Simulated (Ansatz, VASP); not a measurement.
# PbO: VASP beside Ansatz

One calculation is typed for both programs; each brings its own data sets and cutoff. How far apart do they land? The cell is generated by rule, not measured, and may not be a known phase. The cell is taken from a series of VASP runs on this material, whose earlier steps may have relaxed, scaled or displaced it; both programs get it as it stands.

Main program and level: Ansatz 0.2.0; plane waves, with VASP 6.6.1 beside it; band structure at PBE, spin-orbit coupling.

The structure was built from a prototype and need not be the compound's stable phase.

### 1. The starting structure

It takes space group F-43m (No. 216, cubic). The conventional cell has a = 4.965 Å, b = 4.965 Å, c = 4.965 Å, α = 90.00°, β = 90.00°, γ = 90.00°. Nearest to Pb lie 4 O at 2.15 Å. Nearest to O lie 4 Pb at 2.15 Å. Farther neighbours and most contacts between anions are not listed.

Coordinates:

```cif
data_structure
_symmetry_space_group_name_H-M 'F-43m'
_symmetry_Int_Tables_number 216
_cell_length_a 4.9652
_cell_length_b 4.9652
_cell_length_c 4.9652
_cell_angle_alpha 90.000
_cell_angle_beta 90.000
_cell_angle_gamma 90.000
_cell_volume 122.41
loop_
_atom_site_label
_atom_site_type_symbol
_atom_site_symmetry_multiplicity
_atom_site_Wyckoff_symbol
_atom_site_fract_x
_atom_site_fract_y
_atom_site_fract_z
_atom_site_occupancy
Pb1 Pb 4 a 0.00000 0.00000 0.00000 1
O1 O 4 d 0.25000 0.25000 0.75000 1
```

### 2. VASP: band structure, PBE, spin-orbit coupling

A single point gives forces, pressure and levels at one fixed geometry, so differences don't come from the geometry; what else differs is listed under the comparison.

Lines of VASP's logs that name or quote its potential files are left out, and so is its time.

Contents of INCAR:

```
SYSTEM = PbO
PREC = Accurate
ENCUT = 520
EDIFF = 1E-06
NELM = 100
ISMEAR = 0
SIGMA = 0.02
LREAL = .FALSE.
ALGO = Normal
GGA = PE
LNONCOLLINEAR = .TRUE.
MAGMOM = 0 0 0 0 0 0
NBANDS = 32
GGA_COMPAT = .FALSE.
LASPH = .TRUE.
LSORBIT = .TRUE.
LORBIT = 11
LWAVE = .FALSE.
LCHARG = .FALSE.
KPAR = 4
ISIF = 2
```

Contents of POSCAR:

```
PbO
1.0
    0.0000000000      2.4826100000      2.4826100000
    2.4826100000      0.0000000000      2.4826100000
    2.4826100000      2.4826100000      0.0000000000
Pb O
1 1
Direct
    0.0000000000      0.0000000000      0.0000000000
    0.2500000000      0.2500000000      0.2500000000
```

Contents of KPOINTS:

```
Automatic mesh
0
Gamma
10 10 10
0 0 0
```

Contents of KPOINTS_OPT:

```
Line mode
16
Line-mode
Reciprocal
  0.00000000   0.00000000   0.00000000 GAMMA
  0.50000000   0.00000000   0.50000000 X

  0.50000000   0.00000000   0.50000000 X
  0.50000000   0.25000000   0.75000000 W

  0.50000000   0.25000000   0.75000000 W
  0.37500000   0.37500000   0.75000000 K

  0.37500000   0.37500000   0.75000000 K
  0.00000000   0.00000000   0.00000000 GAMMA

  0.00000000   0.00000000   0.00000000 GAMMA
  0.50000000   0.50000000   0.50000000 L

  0.50000000   0.50000000   0.50000000 L
  0.62500000   0.25000000   0.62500000 U

  0.62500000   0.25000000   0.62500000 U
  0.50000000   0.25000000   0.75000000 W

  0.50000000   0.25000000   0.75000000 W
  0.50000000   0.50000000   0.50000000 L

  0.50000000   0.50000000   0.50000000 L
  0.37500000   0.37500000   0.75000000 K

  0.62500000   0.25000000   0.62500000 U
  0.50000000   0.00000000   0.50000000 X
```

Potentials, in the order of the species: Pb_d and O (PBE family, release 64).

Launch:

```bash
$ mpirun -np 4 vasp_ncl
```

Numbers of over 12 decimals in the logs are rounded to 6 here.

The log of the run:

```text
[banner, memory and clock lines left out]
running    4 mpi-ranks, on    1 nodes
 distrk:  each k-point on    1 cores,    4 groups
 distr:  one band on    1 cores,    1 groups

 POSCAR found type information on POSCAR PbO
 POSCAR found :  2 types and       2 ions
 LDA part: xc-table for (Slater+PW92), standard interpolation
 POSCAR, INCAR and KPOINTS ok, starting setup
 FFT: planning ... GRIDC
 FFT: planning ... GRID_SOFT
 FFT: planning ... GRID
 WAVECAR not read
 entering main loop
       N       E                     dE             d eps       ncg     rms          rms(c)
DAV:   1     0.249266743941E+03    0.24927E+03   -0.97247E+03  4744   0.161E+03
DAV:   2     0.191551446927E+02   -0.23011E+03   -0.21580E+03  4904   0.453E+02
DAV:   3    -0.990131926683E+01   -0.29056E+02   -0.28353E+02  5552   0.173E+02
DAV:   4    -0.110953465264E+02   -0.11940E+01   -0.11923E+01  5504   0.368E+01
DAV:   5    -0.111443250075E+02   -0.48978E-01   -0.48975E-01  6704   0.751E+00    0.904E+00
DAV:   6    -0.896435868707E+01    0.21800E+01   -0.90269E+00  7792   0.403E+01    0.312E+00
DAV:   7    -0.892293105434E+01    0.41428E-01   -0.11176E+00  6096   0.105E+01    0.141E+00
DAV:   8    -0.891639265704E+01    0.65384E-02   -0.16618E-01  6680   0.415E+00    0.489E-01
DAV:   9    -0.891162674080E+01    0.47659E-02   -0.18542E-02  7472   0.173E+00    0.162E-01
DAV:  10    -0.891176641991E+01   -0.13968E-03   -0.24066E-03  5320   0.397E-01    0.889E-02
DAV:  11    -0.891176634144E+01    0.78478E-07   -0.18355E-04  7192   0.185E-01    0.257E-02
DAV:  12    -0.891178586482E+01   -0.19523E-04   -0.27991E-04  7160   0.146E-01    0.437E-02
DAV:  13    -0.891175830300E+01    0.27562E-04   -0.77158E-05  7336   0.121E-01    0.138E-02
DAV:  14    -0.891175706014E+01    0.12429E-05   -0.92684E-06  5056   0.223E-02    0.443E-03
DAV:  15    -0.891175623074E+01    0.82940E-06   -0.10541E-06  4336   0.163E-02
   1 F= -.89117562E+01 E0= -.89117038E+01  d E =-.104872E-03  mag=    -0.0000     0.0000     0.0000
 Start KPOINTS_OPT (optional k-point list driver)
k-point batch [1-73\160]
       N       E                     dE             ncg
DAV:   1     0.134736022618E+05   -0.24379E+05     4752
DAV:   2    -0.275104606676E+04   -0.16225E+05     4872
DAV:   3    -0.473961945957E+04   -0.19886E+04     5616
DAV:   4    -0.482384805607E+04   -0.84229E+02     5504
DAV:   5    -0.482732148656E+04   -0.34734E+01     6904
DAV:   6    -0.482740329096E+04   -0.81804E-01     5952
DAV:   7    -0.482740529549E+04   -0.20045E-02     6944
DAV:   8    -0.482740531262E+04   -0.17128E-04     5136
DAV:   9    -0.482740531311E+04   -0.48528E-06     3816
[...]
k-point batch [147-160\160]
       N       E                     dE             ncg
DAV:   1     0.475180302886E+05   -0.87334E+04      896
DAV:   2     0.444829349105E+05   -0.30351E+04      968
DAV:   3     0.441313251770E+05   -0.35161E+03     1064
DAV:   4     0.441166442843E+05   -0.14681E+02     1096
DAV:   5     0.441160361084E+05   -0.60818E+00     1328
DAV:   6     0.441160203565E+05   -0.15752E-01     1152
DAV:   7     0.441160199366E+05   -0.41987E-03     1352
DAV:   8     0.441160199331E+05   -0.35103E-05     1048
DAV:   9     0.441160199330E+05   -0.82560E-07      720
```

OUTCAR, selected parts (step 2):

```text
ion  position               nearest neighbor table
   1  0.000  0.000  0.000-   2 2.15   2 2.15   2 2.15   2 2.15
   2  0.250  0.250  0.250-   1 2.15   1 2.15   1 2.15   1 2.15

  LATTYP: Found a face centered cubic cell.
 ALAT       =     4.9652200000

 Subroutine GETGRP returns: Found 24 space group operations
 (whereof 24 operations were pure point group operations)

The static configuration has the point symmetry T_d .

 Found     73 irreducible k-points:

   k-points           NKPTS =     73   k-points in BZ     NKDIM =     73   number of bands    NBANDS=     32

   dimension x,y,z NGX =    28 NGY =   28 NGZ =   28
   dimension x,y,z NGXF=    56 NGYF=   56 NGZF=   56

   ENCUT  =  520.0 eV  38.22 Ry    6.18 a.u.   6.53  6.53  6.53*2*pi/ulx,y,z

   NELECT =      20.0000    total number of electrons

 k-points in reciprocal lattice and weights: Automatic mesh
   0.00000000  0.00000000  0.00000000       0.001
   0.10000000  0.00000000  0.00000000       0.004
  -0.10000000  0.00000000  0.00000000       0.004
   0.20000000  0.00000000  0.00000000       0.004
  -0.20000000  0.00000000  0.00000000       0.004
   0.30000000  0.00000000  0.00000000       0.004
  -0.30000000  0.00000000  0.00000000       0.004
   0.40000000  0.00000000  0.00000000       0.004
  -0.40000000  0.00000000  0.00000000       0.004
[...]
-0.30000000  0.40000000  0.20000000       0.024
  -0.30000000  0.50000000  0.20000000       0.012

 average (electrostatic) potential at core
       1 -87.9592       2 -67.1903

 E-fermi :   9.8083

 k-point     1 :       0.0000    0.0000    0.0000
  band No.  band energies     occupation
    ...
     16       5.3838      1.00000
     17       5.3838      1.00000
     18       5.3838      1.00000
     19       5.3937      1.00000
     20       5.3937      1.00000
     21      13.9473      0.00000
     22      13.9473      0.00000
     23      16.6190      0.00000
     24      16.6190      0.00000
     25      16.6190      0.00000
    ...

 k-point     2 :       0.1000    0.0000    0.0000
  band No.  band energies     occupation
    ...
     16       5.2843      1.00000
     17       5.2845      1.00000
     18       5.3340      1.00000
     19       5.5511      1.00000
     20       5.5511      1.00000
     21      13.7214      0.00000
     22      13.7214      0.00000
     23      15.8513      0.00000
     24      15.8513      0.00000
     25      16.6930      0.00000
    ...

 k-point     3 :      -0.1000    0.0000    0.0000
  band No.  band energies     occupation
    ...
     16       5.2843      1.00000
     17       5.2845      1.00000
     18       5.3340      1.00000
     19       5.5511      1.00000
     20       5.5511      1.00000
     21      13.7214      0.00000
     22      13.7214      0.00000
     23      15.8513      0.00000
     24      15.8513      0.00000
     25      16.6930      0.00000
    ...

  Total       10.3101035     10.3101035     10.3101035      0.0000000      0.0000000     -0.0000000
  in kB      539.7816442    539.7816442    539.7816442      0.0000000      0.0000000     -0.0000000
  external PRESSURE =     539.7816442 kB  Pullay stress =       0.0000000 kB

  energy-cutoff  :      520.00
  volume of cell :       30.60
      direct lattice vectors                 reciprocal lattice vectors
     0.000000000  2.482610000  2.482610000    -0.201400945  0.201400945  0.201400945
     2.482610000  0.000000000  2.482610000     0.201400945 -0.201400945  0.201400945
     2.482610000  2.482610000  0.000000000     0.201400945  0.201400945 -0.201400945

 POSITION                                       TOTAL-FORCE (eV/Angst)
 -----------------------------------------------------------------------------------
      0.00000      0.00000      0.00000         0.000000     -0.000000     -0.000000
      1.24131      1.24131      1.24131        -0.000000      0.000000      0.000000
 -----------------------------------------------------------------------------------
    total drift:                                0.000001      0.000001      0.000001

  FREE ENERGIE OF THE ION-ELECTRON SYSTEM (eV)
  ---------------------------------------------------
  free  energy   TOTEN  =        -8.9117562307 eV

  energy  without entropy=       -8.9116513590  energy(sigma->0) =       -8.91170379

 Spin-Orbit-Coupling matrix elements
 Ion:    1  E_soc:     -0.8068032
 Ion:    2  E_soc:     -0.0014184

 total charge
# of ion       s       p       d       tot
------------------------------------------
    1        1.408   0.808   9.925  12.142
    2        1.640   3.442   0.000   5.082
--------------------------------------------------
tot          3.049   4.250   9.925  17.224

 magnetization (x)
# of ion       s       p       d       tot
------------------------------------------
    1       -0.000   0.000   0.000  -0.000
    2        0.000   0.000   0.000   0.000
--------------------------------------------------
tot         -0.000   0.000   0.000  -0.000

 magnetization (y)
# of ion       s       p       d       tot
------------------------------------------
    1        0.000   0.000  -0.000  -0.000
    2        0.000   0.000   0.000   0.000
--------------------------------------------------
tot          0.000   0.000  -0.000  -0.000

 magnetization (z)
# of ion       s       p       d       tot
------------------------------------------
    1        0.000   0.000   0.000   0.000
    2        0.000   0.000   0.000   0.000
--------------------------------------------------
tot          0.000   0.000   0.000   0.000

[... 3 further parts left out ...]
```

The run ends at a pressure of 53.98 GPa.

### 3. Ansatz: band structure, PBE, spin-orbit coupling

Ansatz runs on its fully relativistic PAW (standard-fr) files.

The same cell, functional, mesh and smearing now go to Ansatz, which takes its cutoff from its data sets.

Contents of input.yaml:

```yaml
crystal:
  lattice:
    - [0.0, 2.48261, 2.48261]
    - [2.48261, 0.0, 2.48261]
    - [2.48261, 2.48261, 0.0]
  atoms:
    - { symbol: Pb, position: [0.0, 0.0, 0.0] }
    - { symbol: O, position: [0.25, 0.25, 0.25] }
hamiltonian:
  xc: pbe
  pseudopotentials: { kind: paw_fr }
magnetization:
  noncollinear: true
  spin_orbit: true
kpoints:
  mp_grid: { grid: [10, 10, 10] }
  band_path:
    path:
      - [0.0, 0.0, 0.0]
      - [0.16667, 0.0, 0.16667]
      - [0.33333, 0.0, 0.33333]
      - [0.5, 0.0, 0.5]
      - [0.5, 0.08333, 0.58333]
      - [0.5, 0.18333, 0.68333]
      - [0.5, 0.25, 0.75]
      - [0.45, 0.3, 0.75]
      - [0.40833, 0.34167, 0.75]
      - [0.35, 0.35, 0.7]
      - [0.225, 0.225, 0.45]
      - [0.075, 0.075, 0.15]
      - [0.03333, 0.03333, 0.03333]
      - [0.23333, 0.23333, 0.23333]
      - [0.4, 0.4, 0.4]
      - [0.51667, 0.46667, 0.51667]
      - [0.55833, 0.38333, 0.55833]
      - [0.60833, 0.28333, 0.60833]
      - [0.60833, 0.25, 0.64167]
      - [0.55833, 0.25, 0.69167]
      - [0.51667, 0.25, 0.73333]
      - [0.5, 0.3, 0.7]
      - [0.5, 0.38333, 0.61667]
      - [0.5, 0.48333, 0.51667]
      - [0.475, 0.475, 0.55]
      - [0.425, 0.425, 0.65]
      - [0.38333, 0.38333, 0.73333]
      - [0.59167, 0.18333, 0.59167]
      - [0.55, 0.1, 0.55]
      - [0.5, 0.0, 0.5]
    npoints: 1
scf:
  occupations: { method: gaussian, width: 0.02 }
  n_extra_bands: 14
output:
  forces: true
  stress: true
  eigenvalues: true
```

Launch:

```bash
$ ansatz run input.yaml --threads 2 --pin off --max-ram 4608MiB --backend cpu --events-out ev --progress --plain --runs-dir out
```

The log of the run:

```text
scf.n_extra_bands = 14 over 20 filled bands (N_el = 20.0): the run solves 34 bands
Engine: ansatz 0.2.0, aarch64-unknown-linux-gnu
Pseudopotentials: kind: paw_fr
Pseudopotential: Pb, paw_fr, valence charge 14, recommended cutoff 420 eV (normal), Pb.paw.azcp#standard-fr
Pseudopotential: O, paw_fr, valence charge 6, recommended cutoff 420 eV (normal), O.paw.azcp#standard-fr
Functional definition: PBE
  parameter kappa = 0.804
  parameter beta = 0.066725
  exchange = pbe_x(kappa = kappa, mu = beta*pi^2/3)
  correlation = pbe_c(beta = beta)
non-collinear run that drives no moment, with spin-orbit: no starting moment large enough to seed its density (crystal.atoms[].spin), no starting occupations that ask for one, no magnetisation constraint and no magnetic field, so the semilocal B_xc is pinned to zero
Crystal: 2 atoms, lattice volume = 30.602 Å³
Basis set: ecut = 420 eV, 609 PW (Γ), exchange–correlation on 48×48×48 points (8 copies of the dense FFT grid, shifted against one another)
Bands: 34, of which v1, the nominal top of the filled ones, is band 20 counted from 1 (19 counted from 0)
Symmetry: 24 space group operations + 24 with time reversal
Magnetic group: BNS 216.75 (UNI 1577), of the structure as read, at distance tolerance 3.1e-5 Å
k-points: 47 of 1000 (time reversal used)
Projection manifold: j_resolved (fully-relativistic pseudo-atomic orbitals)
Non-local potential: Pb, projectors of the file, l = 0: 2, l = 1: 4, l = 2: 4, l = 3: 4
Non-local potential: O, projectors of the file, l = 0: 2, l = 1: 4, l = 2: 2
PAW form: soft (Blöchl's): semilocal exchange-correlation on the pseudo side does not see the compensation charge
PAW one-centre angular grid: Pb, 590 points (default); XC on 96 Gauss nodes
PAW one-centre angular grid: O, 110 points (default); XC on 64 Gauss nodes
Initial density: superposition of atomic densities (chi_scale 0.1, normalization cell, long waves kept (reshape's long-wave potential 0.00 eV rms))
Initial wavefunctions: pseudopotential atomic-orbital guess
Functional: x = pbe(κ = 0.804, μ = 0.219515), c = pbe(β = 0.066725)
SCF iter   1: F=—  HF=-12510.168726 eV  |F-HF|=—  |Δ(HF+E_count)|=         —  Δρ=6.28e-2  dr2=1.39e0  dr2_m=0.00e0 (ungated)  ethr=3.10e-3  |M|=0.00e0 ∫|m|=0.00e0 μB  |m|>n=0.0e0 m-floor=0.0e0 τ_xc=0.0e0  β_m=0.30  ⟨swp⟩=8.2  Hψ=10283  notcnv=0  defer=86
preconditioner: auto → none  [insulator: Δε(μ)=0.208 eV  Ē_g=22.975 eV  σ=0.020 eV  W_gap=0.60  n_scr=14 (ndim 8)  ℏωp=30.0 eV  f_vac=0.000  D(μ)=0.49/eV (n_scr^D=0)  ε∞_Penn≈2.7]
SCF iter   2: F=—  HF=-12509.860346 eV  |F-HF|=—  |Δ(HF+E_count)|=   3.08e-1  Δρ=2.41e-2  dr2=1.04e-1  dr2_m=0.00e0 (ungated)  ethr=3.10e-3  |M|=0.00e0 ∫|m|=0.00e0 μB  |m|>n=0.0e0 m-floor=0.0e0 τ_xc=0.0e0  β_m=0.30  ⟨swp⟩=2.3  Hψ=2653  notcnv=0  defer=328
SCF iter   3: F=—  HF=-12509.845408 eV  |F-HF|=—  |Δ(HF+E_count)|=   1.49e-2  Δρ=1.21e-2  dr2=3.26e-2  dr2_m=0.00e0 (ungated)  ethr=5.22e-4  |M|=0.00e0 ∫|m|=0.00e0 μB  |m|>n=0.0e0 m-floor=0.0e0 τ_xc=0.0e0  β_m=0.43  ⟨swp⟩=3.8  Hψ=2551  notcnv=0  defer=328
SCF iter   4: F=—  HF=-12509.846237 eV  |F-HF|=—  |Δ(HF+E_count)|=   8.29e-4  Δρ=3.82e-3  dr2=1.83e-3  dr2_m=0.00e0 (ungated)  ethr=1.63e-4  |M|=0.00e0 ∫|m|=0.00e0 μB  |m|>n=0.0e0 m-floor=0.0e0 τ_xc=0.0e0  β_m=0.56  ⟨swp⟩=4.0  Hψ=2794  notcnv=0  defer=328
SCF iter   5: F=—  HF=-12509.846857 eV  |F-HF|=—  |Δ(HF+E_count)|=   6.20e-4  Δρ=8.15e-4  dr2=1.51e-4  dr2_m=0.00e0 (ungated)  ethr=9.13e-6  |M|=0.00e0 ∫|m|=0.00e0 μB  |m|>n=0.0e0 m-floor=0.0e0 τ_xc=0.0e0  β_m=0.66  ⟨swp⟩=2.2  Hψ=1929  notcnv=0  defer=328
SCF iter   6: F=—  HF=-12509.846825 eV  |F-HF|=—  |Δ(HF+E_count)|=   3.15e-5  Δρ=1.17e-4  dr2=3.35e-6  dr2_m=0.00e0 (ungated)  ethr=7.57e-7  |M|=0.00e0 ∫|m|=0.00e0 μB  |m|>n=0.0e0 m-floor=0.0e0 τ_xc=0.0e0  β_m=0.75  ⟨swp⟩=2.6  Hψ=2050  notcnv=0  defer=328
SCF iter   7: F=—  HF=-12509.846823 eV  |F-HF|=—  |Δ(HF+E_count)|=   2.20e-6  Δρ=1.04e-5  dr2=1.49e-8  dr2_m=0.00e0 (ungated)  ethr=5.00e-10  |M|=0.00e0 ∫|m|=0.00e0 μB  |m|>n=0.0e0 m-floor=0.0e0 τ_xc=0.0e0  β_m=0.83  ⟨swp⟩=12.5  Hψ=11110  notcnv=0
SCF iter   8: F=-12509.846823 eV  HF=-12509.846823 eV  |F-HF|=3.46e-11  |Δ(HF+E_count)|=   1.54e-8  Δρ=1.31e-6  dr2=4.00e-10  dr2_m=0.00e0 (ungated)  ethr=7.44e-11  |M|=0.00e0 ∫|m|=0.00e0 μB  |m|>n=0.0e0 m-floor=0.0e0 τ_xc=0.0e0  ⟨swp⟩=2.0  Hψ=4284  notcnv=0
SCF 1 converged in 8 iterations: F = -12509.846823 eV  dr2 = 4.00e-10
  greatest PAW one-centre occupation: 0.979 electrons in one spin orbital (limit 2), on the Pb atom at site 0 (counted from 0), in its partial waves of l = 2
NSCF: frozen V_eff on 30 k-points
SCF converged after 8 iterations
Magnetization: |M| = 0.0000 μB,  M = (+0.0000, +0.0000, +0.0000) μB
Absolute magnetization: 0.0000 μB (∫|m|)
  site 0: m = (+0.0000, +0.0000, +0.0000) μB, |m| = 0.0000 μB  (R = 0.89 Å)
  site 1: m = (+0.0000, +0.0000, +0.0000) μB, |m| = 0.0000 μB  (R = 0.89 Å)
Free energy (F): -12509.846823 eV
Harris-Foulkes:  -12509.846823 eV  (|F-HF|=3.46e-11)
Internal energy: -12509.846717 eV  (E = F + TS)
E sigma→0 (E₀):  -12509.846770 eV
Entropy (-TS):   -0.000106 eV (-0.053 meV/atom)
Fermi energy:    14.218242 eV
--- Per-component energies (eV) ---
  E_band       = 21.711132
  E_kinetic    = 476.914410
  E_local      = -1242.105554  (includes V_loc(G=0)·N_el)
  E_nonlocal   = 400.577739
  E_hartree    = 495.197037
  E_xc         = -298.474881
  E_vxc        = -231.956350  (∫ρ·V_xc dr)
  E_paw        = -10604.197447  (= ΣΔE_a)
  E_vpaw       = -372.115957  (= ΣTr[D̂ρ^β])
  E_aug_tail   = 0.002427  (compensation charges beyond the density's cutoff)
  E_ewald      = -1737.760447
  E_smearing   = -0.000106  (= −TS)
  E_closure    = 0.000000  (closes the sum)
  Σ components = -12509.846823   (vs F -12509.846823, Δ=0.00e0)
--- Forces (eV/Å), atoms counted from 1 ---
  atom   1  Pb    -0.00000000     0.00000000     0.00000000
  atom   2  O      0.00000000    -0.00000000     0.00000000
  max |Σ_I F_I| component: 1.85e-16 eV/Å
--- Stress (GPa, compression-positive) ---
       53.416567       0.000000      -0.000000
       -0.000000      53.416567       0.000000
        0.000000       0.000000      53.416567
  P = ⅓ Tr σ = 53.4166 GPa (534.166 kbar)
--- Band table (eV; the first three rows and the last of 47) ---
  k-point 0: bands = [... 16 lower, 9.7666, 9.7666, 9.7666, 9.7666, 18.1107, 18.1107, 21.0343, 21.0343, ... 10 higher]
  k-point 1: bands = [... 16 lower, 9.6681, 9.7173, 9.9331, 9.9331, 17.9220, 17.9220, 20.2506, 20.2506, ... 10 higher]
  k-point 2: bands = [... 16 lower, 9.4607, 9.5398, 10.3143, 10.3143, 17.1727, 17.1727, 19.6844, 19.6844, ... 10 higher]
  k-point 46: bands = [... 16 lower, 7.3577, 7.5941, 14.2585, 14.2749, 15.2171, 15.2714, 17.5419, 18.7903, ... 10 higher]
```

Wall time 16 s (2 threads of Arm Neoverse N1, shared host); peak memory 0.43 GiB; 31 s of CPU time.

### 4. Side by side

Known differences besides the potentials themselves: spin-orbit coupling enters by fully relativistic files in Ansatz and inside the spheres in VASP; the cutoff is 420 eV in Ansatz and 520 eV in VASP. Total energies have different zeros and are not compared.

The two programs side by side:

```
                                        quantity  Ansatz   VASP  difference
                                  pressure (GPa)   53.42  53.98       -0.56
pressure without Ansatz's Pulay correction (GPa)   53.05  53.98       -0.93
```

Levels from 3 eV below to 2 eV above the Fermi level differ by 24 meV r.m.s. and 49 meV at most; each VASP level is matched to the nearest of Ansatz, which flatters the figure a little. Ansatz's pressure holds a Pulay correction of 0.37 GPa; VASP's holds none.

### 5. What came out

| Quantity | Value |
| --- | --- |
| r.m.s. difference of levels near the Fermi level (band structure, PBE, spin-orbit coupling) | 24 meV |
| difference in pressure (band structure, PBE, spin-orbit coupling) | -0.56 GPa |

In words: The difference in pressure is -0.56 GPa (band structure, PBE, spin-orbit coupling), within the 1 GPa picked in this series as the mark of a large difference. How closely two codes agree says nothing of how well the functional describes the real material.

[Lines on the potential files, build, host, timing and source positions are cut from VASP's logs without a mark.]

[Logs are printed without paths, hosts, clocks, repeated set-up lines and the standing remarks that a program may print on its own settings, such as how far it seeks lower states.]

[Hosts, paths, dates, database ids (printed as entryN), source tags and the programs' standing remarks are cut or masked in the printed files.]
